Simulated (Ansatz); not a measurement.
**Band transport in AlCu₃**

These are results of DFT PBEsol, scalar-relativistic, plane waves, PAW (Ansatz 0.2.0), not measurements. Cutoff 420 eV, 8×8×8 k-points (Γ-centred), Fermi-Dirac smearing of 0.15 eV. No spin polarisation.

The cell, relaxed at this level:
```xyz
8
Lattice="4.1745 0.0000 0.0000 0.0000 5.1246 0.0000 0.0000 0.0000 4.4711" Properties=species:S:1:pos:R:3 pbc="T T T"
Al    0.0000    0.0000    2.9712
Al    2.0873    2.5623    1.5000
Cu    0.0000    2.5623    2.9877
Cu    2.0873    0.0000    1.4834
Cu    0.0000    1.2865    0.7333
Cu    0.0000    3.8382    0.7333
Cu    2.0873    1.2759    3.7378
Cu    2.0873    3.8488    3.7378
```

In a metal these results depend on the k mesh and the smearing.

Constant relaxation time and rigid bands. The levels are interpolated over the whole zone and filled by a Fermi function at the stated temperature, with the chemical potential set by the electron count. Seebeck coefficients of a few μV/K are small differences and uncertain even in sign.

(1) Give the Drude plasma energies, the density of states at the chemical potential and σ/τ at 300 K.

(2) And the Seebeck coefficient (μV/K)?

Results:

(1)
* Plasma energy xx, yy, zz: 8.87, 7.50, 7.71 eV
* Density of states (thermally broadened): 2.61 states/eV/cell
* Conductivity over τ, xx, yy, zz: 16.1, 11.5, 12.1 ×10²⁰ (Ω·m·s)⁻¹

(2)
| T (K) | Sxx | Syy | Szz |
| --- | --- | --- | --- |
| 300 | 0.5 | -1.6 | -0.4 |
| 600 | 0.7 | -2.9 | -0.1 |
| 900 | 0.9 | -4.0 | 0.7 |

Whether AlCu3 exists in this form wasn't checked.

Cost: 1 run of about 51 core-minutes, on Intel Xeon Platinum 8488C (Sapphire Rapids) (shared hosts).